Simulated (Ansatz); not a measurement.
**rocksalt-structured NbAs**

Level of theory: DFT, PBE, scalar-relativistic, no spin polarisation; plane waves to 420 eV with PAW datasets (Ansatz 0.2.0), Γ-centred 12×12×12 mesh, 0.05 eV Gaussian smearing; PAW files: Ansatz's generated set soft_2.

```
Nb As
1.0
     0.00000    2.63777    2.63777
     2.63777    0.00000    2.63777
     2.63777    2.63777    0.00000
Nb As
1 1
Direct
  0.50000 0.50000 0.50000
  0.00000 0.00000 0.00000
```

The start was a prototype's sites filled with these elements. The Crystallography Open Database lists the compound in space group I41md, so this is a trial structure.

The cell above was scaled in volume, its shape and atoms being fixed by the lattice's symmetry. Energies are counted from the cell above.

The cell is relaxed to zero pressure at this level.

```
V (Å³/atom)  ΔE (meV/atom)  P from the stress (GPa)
     17.344          26.60                     9.05
     17.619          13.48                     6.27
     17.986           3.08                     2.89
     18.353           0.00                    -0.14
     18.720           3.50                    -2.85
     19.087          12.89                    -5.29
     19.638          36.70                    -8.48
     20.188          70.62                   -11.19
```

Problem. Do the energies and the pressures agree? Compare −ΔE/ΔV between neighbouring points (1 meV/Å³ = 0.1602 GPa) with the mean of their pressures.

Solution. 
```
interval (Å³/atom)  −ΔE/ΔV (GPa)  mean P (GPa)
    17.34 to 17.62           7.6           7.7
    17.62 to 17.99           4.5           4.6
    17.99 to 18.35           1.3           1.4
    18.35 to 18.72          -1.5          -1.5
    18.72 to 19.09          -4.1          -4.1
    19.09 to 19.64          -6.9          -6.9
    19.64 to 20.19          -9.9          -9.8
```
They differ by 0.04 GPa at most.

Problem. What do the two routes give for V0, B0 and B0′?

Solution. A third-order Birch–Murnaghan fit of the energies: V0 = 18.33 Å³/atom, B0 = 144 GPa, B0′ = 4.5. A polynomial of P in ln V, with B = −dP/d ln V at P = 0: V0 = 18.34 Å³/atom, B0 = 144 GPa, B0′ = 4.4.

B0·V0 = 143.9 GPa × 18.33 Å³ = 16.47 eV/atom sets the scale: near the minimum ΔE ≈ ½ B0 V0 x², with x = V/V0 − 1, and a pressure of 1.4 GPa squeezes the volume by about 1 %. At the ends of the curve: x = −5.4 % predicts 24.1 meV/atom and the run gives 26.6; x = +10.1 % predicts 84.2 meV/atom and the run gives 70.6. Compression costs more and expansion less than the parabola says, since the crystal stiffens as it shrinks; B0′ measures that. The run is a metal.
